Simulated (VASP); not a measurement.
Crystal: PbS (Galena).

```
CELL_PARAMETERS angstrom
0.00000 2.96575 2.96575
2.96575 0.00000 2.96575
2.96575 2.96575 0.00000
ATOMIC_POSITIONS crystal
Pb 0.00000 0.00000 0.00000
S 0.50000 0.50000 0.50000
```

| Item | Value |
| --- | --- |
| Program | VASP 6.6.1 |
| Task | relaxation of cell and atoms |
| Functional | LDA |
| Potentials or basis | VASP PAW LDA potentials, release 64 (Pb_d, S) |
| Cutoff | 600 eV |
| k mesh | 8 × 8 × 8 |
| Occupations | fermi-dirac, width 0.05 eV |
| Spin | no spin polarisation |

At the start: pressure -2.5 GPa; volume 26.09 Å³/atom.

How do energy, volume and symmetry change on relaxing?

Over 3 steps the energy falls by 8.9 meV/atom and the volume is 24.99 Å³/atom (-4.2 %); space group Fm-3m (No. 225, to 0.05 Å).

Step by step:
```
step  energy change (eV)  largest force (eV/Å)  pressure (GPa)  volume (Å³)
   1              0.0000                0.0000           -2.51        52.17
   2             -0.0149                0.0000            1.13        49.14
   3             -0.0177                0.0000            0.04        49.98
```

Final structure:
```
Pb S
1.0
     0.00000    2.92369    2.92369
     2.92369    0.00000    2.92369
     2.92369    2.92369    0.00000
Pb S
1 1
Direct
  0.00000 0.00000 0.00000
  0.50000 0.50000 0.50000
```
